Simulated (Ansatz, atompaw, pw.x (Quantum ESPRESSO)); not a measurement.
# What a changed setting does to a pw.x run (fcc Si)

Potential: PAW, atompaw 4.2.0.5, PBEsol; core [Ne], reference 3s2 3p2; waves: 3s (bound): rc 1.95 bohr; 3s channel at 0.2 Ry: rc 1.95 bohr; 3p (bound): rc 2.40 bohr; 3p channel at 0.25 Ry: rc 2.40 bohr; 3d channel at -0.15 Ry: rc 2.40 bohr; 3d channel at 1.55 Ry: rc 2.35 bohr; local part: troulliermartins scheme with l = 3 at 0 Ry, radius 2.30 bohr; core correction: smooth core density matched at 1.44 bohr; augmentation: besselshape compensation charge, radius 2.35 bohr; PAW radius 2.40 bohr; waves and projectors: custom polynom2 7 10 vanderbiltortho.

The reference run (k-mesh 15³, cutoffs 40/400 Ry, Fermi–Dirac 0.01 Ry, mixing_beta 0.4, conv_thr 1e-9, no spin) gives 0.47 GPa at 14.001 Å³/atom, where all-electron LAPW gives 0.43 GPa. This run, with its own iteration cap, changes k-mesh shift to 1.

```
&control
  calculation='scf', prefix='x', pseudo_dir='./', outdir='./tmp', tstress=.true., disk_io='none'
/
&system
  ibrav=0, nat=1, ntyp=1, ecutwfc=40, ecutrho=400, nbnd=9,
  occupations='smearing', smearing='fd', degauss=0.01
/
&electrons
  conv_thr=1e-09, mixing_beta=0.4, electron_maxstep=70
/
ATOMIC_SPECIES
Si 1.0 Si.UPF
CELL_PARAMETERS angstrom
  0.00000000 1.91297673 1.91297673
  1.91297673 0.00000000 1.91297673
  1.91297673 1.91297673 0.00000000
ATOMIC_POSITIONS crystal
Si 0.0000 0.0000 0.0000
K_POINTS automatic
15 15 15 1 1 1
```

```bash
pw.x < Si.scf.in > Si.scf.out
```

Problem. How does the run end?

Solution. It converges in 7 iterations; the free energy moves by -1.7 meV/atom and the pressure by +0.06 GPa.

```
Message from routine setup:
     using ibrav=0 with symmetry is DISCOURAGED, use correct ibrav instead
     lattice parameter (alat)  =       5.1124  a.u.
     unit-cell volume          =      94.4834 (a.u.)^3
     number of electrons       =         4.00
     number of Kohn-Sham states=            9
     kinetic-energy cutoff     =      40.0000  Ry
     charge density cutoff     =     400.0000  Ry
     scf convergence threshold =      1.0E-09
     Exchange-correlation= SLA PW PSX PSC
     number of k points=   344  Fermi-Dirac smearing, width (Ry)=  0.0100
     iteration #  1     ecut=    40.00 Ry     beta= 0.40
     total energy              =     -45.60938436 Ry
     estimated scf accuracy    <       0.00416263 Ry
     iteration #  2     ecut=    40.00 Ry     beta= 0.40
     total energy              =     -45.60920654 Ry
     estimated scf accuracy    <       0.00119890 Ry
     iteration #  3     ecut=    40.00 Ry     beta= 0.40
     total energy              =     -45.60935451 Ry
     estimated scf accuracy    <       0.00000571 Ry
     iteration #  4     ecut=    40.00 Ry     beta= 0.40
     total energy              =     -45.60936992 Ry
     estimated scf accuracy    <       0.00000052 Ry
     iteration #  5     ecut=    40.00 Ry     beta= 0.40
     total energy              =     -45.60936997 Ry
     estimated scf accuracy    <       0.00000004 Ry
     iteration #  6     ecut=    40.00 Ry     beta= 0.40
     total energy              =     -45.60936997 Ry
     estimated scf accuracy    <          3.6E-09 Ry
     iteration #  7     ecut=    40.00 Ry     beta= 0.40
     the Fermi energy is    11.0964 ev
!    total energy              =     -45.60936997 Ry
     estimated scf accuracy    <          9.3E-11 Ry
     smearing contrib. (-TS)   =      -0.00190679 Ry
     The total energy is F=E-TS. E is the sum of the following terms:
     one-electron contribution =       5.22458887 Ry
     hartree contribution      =       0.02670839 Ry
     xc contribution           =      -3.25733744 Ry
     ewald contribution        =     -10.14630021 Ry
     one-center paw contrib.   =     -37.45512280 Ry
     convergence has been achieved in   7 iterations
          total   stress  (Ry/bohr**3)                   (kbar)     P=        5.34
     Message from routine punch:
     Nothing written, as per user request (disk_io='none')
```

The run took about 14 s on one core of a shared host (Intel(R) Xeon(R) 6975P-C, 192 threads, 744 GiB, load 57).
